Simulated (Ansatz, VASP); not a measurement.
One calculation of Al, two programs

```
Al
1.0
     2.68243    0.00000    0.00000
     0.00000    2.68243    0.00000
     0.00000    0.00000    2.68243
Al
1
Direct
  0.00000 0.00000 0.00000
```

Alike in both runs: functional LDA; k mesh 12 × 12 × 12; occupations fermi-dirac, width 0.1 eV; no spin polarisation.

Ansatz relaxed the structure, and its values are those at the end. VASP's run is a single point on that final structure, the one shown.

|  | VASP | Ansatz |
| --- | --- | --- |
| version | VASP 6.6.1 | Ansatz 0.2.0 |
| potentials or method | VASP PAW LDA potentials, release 64 (Al) | plane waves (420 eV) with PAW, scalar-relativistic |
| plane-wave cutoff (eV) | 520 | 420 |
| valence electrons in the cell | 3 | 3 |

|  | VASP | Ansatz | Ansatz less VASP |
| --- | --- | --- | --- |
| pressure (GPa) | 0.1 | 0.0 | -0.05 |

Ansatz warned: «pseudo_functional_mismatch».
